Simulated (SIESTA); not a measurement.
**CuO (Tenorite) in SIESTA: the effect of basis**

The system is CuO (Tenorite).

```
Cu O
1.0
     2.34465   -1.71340    0.00000
     2.34465    1.71340    0.00000
    -0.86055    0.00000    5.05944
Cu O
2 2
Direct
  0.49680 0.00320 0.50000
  0.00320 0.49680 0.00000
  0.40560 0.57140 0.75370
  0.57140 0.40560 0.25370
```

Alike in all runs:

```yaml
Program: SIESTA 5.4.2
Task: band structure
Functional: PBEsol
Potentials_or_basis: PseudoDojo 0.4 standard (PBEsol files)
Grid_cutoff: 800 Ry
Energy_shift: 0.003 Ry
k_mesh: 10 × 10 × 5
Occupations: fermi-dirac, width 0.05 eV
Spin: no spin polarisation
```

**Question.** One run gave: pressure -3.4 GPa; largest force 0.91 eV/Å. Which basis did it use?
A. TZDP
B. DZP
C. SZP
D. TZP
E. DZ

**Answer.** E.

| basis | pressure (GPa) | largest force (eV/Å) |
| --- | --- | --- |
| SZ | 5.7 | 1.10 |
| SZP | 0.7 | 0.84 |
| DZ | -3.4 | 0.91 |
| DZP | -1.5 | 0.78 |
| TZP | -2.4 | 0.77 |
| TZDP | -2.8 | 0.77 |

Caveats: short orbitals over semicore shells can move pressures by several GPa; the basis of atomic orbitals isn't converged, which shifts pressures, moduli and gaps; the run has no spin polarisation, though such a crystal can be magnetic; the basis has no polarisation orbitals (some runs); forces of over 1 eV/Å show positions far from the minimum, so gaps and moduli don't describe the material at rest (some runs).
